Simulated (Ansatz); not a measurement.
WC-type PbTe

Level of theory: DFT, PBE, scalar-relativistic, no spin polarisation; plane waves to 420 eV with PAW datasets (Ansatz 0.2.0), 10×10×8 k-mesh, Gaussian smearing of 0.05 eV. The datasets are Ansatz's generated set soft_2.

```yaml
crystal:
  lattice:
    - [4.45597, 0.00000, 0.00000]
    - [-2.22798, 3.85898, 0.00000]
    - [0.00000, 0.00000, 4.18920]
  atoms:
    - { symbol: Pb, position: [0.00000, 0.00000, 0.00000] }
    - { symbol: Te, position: [0.66667, 0.33333, 0.50000] }
```

The start was a prototype's sites filled with these elements. The Crystallography Open Database lists the compound in space group Fm-3m (rock salt), so this is a trial structure.

Path: Γ–M–K–Γ–A–L–H–A | L–M | H–K, with Γ = (0.000, 0.000, 0.000), M = (0.500, 0.000, 0.000), K = (0.333, 0.333, 0.000), A = (0.000, 0.000, 0.500), L = (0.500, 0.000, 0.500), H = (0.333, 0.333, 0.500) in reciprocal vectors of the calculation's cell.

Q: Is it a metal or an insulator, and if it has a gap, where are the band edges on this path?

A: A metal: bands cross the Fermi level.

Bands as a text map, energy in eV from the Fermi level (dashes), each leg drawn with the same width:
```
  4.86 |  *    ***         *                                      *        
  4.57 | * * ****           * *                * ** *            **** *    
  4.29 |*        **       *  * *                *  *          ***    *     
  4.00 |    *      **  ***                    *     **       *        *    
  3.71 |   **        **   *     *              *      *        **      *  *
  3.43 |                 *                   **      *      *            * 
  3.14 |  *  *             *           *               *      *         *  
  2.86 |**    *         *   ******    * **  **        * *  *     *      *  
  2.57 | *     ******* *    *     **** * ****            **       *      * 
  2.29 |  *           *    *          *                **  * *            *
  2.00 |   *********    ***       *    *               *    *     *    * * 
  1.71 |            ****                *               *   *    *        *
  1.43 |                           * *   ***          *   ** *             
  1.14 |                            *       *            *    * *     *    
  0.86 |                                     *       *         *           
  0.57 |                                                             *     
  0.29 |             **                       *     *                     *
  0.00 |------------*--*------------*----------*---------*----------*----*-
 -0.29 |         ********         ******        ****   ***         *      *
 -0.57 |      *** *     *        **  *  ****          * * *     ***      * 
 -0.86 |     *           **   ****    *     **       *     **  *        *  
 -1.14 |*****    *        ****  *             *        *                   
 -1.43 |  ****  *          *   *      *        *    *  *     *         **  
 -1.71 |**  * **            ***        *        ****          *  ***       
 -2.00 |     ***          *            *              *        **** *  *   
 -2.29 |        *                       *             *      *       **    
 -2.57 |         *       *              *            *         *      *    
 -2.86 |          *                      *           *      *        **    
        Γ      M      K      Γ      A      L      H      AL       MH      K
```

For elements this heavy, spin–orbit coupling would shift levels and gaps; it isn't included here. A displaced or strained copy of the relaxed cell lay 3.2 meV/atom lower, so the structure isn't a true minimum at this level, unless the mesh, which matters in a metal, makes it so.
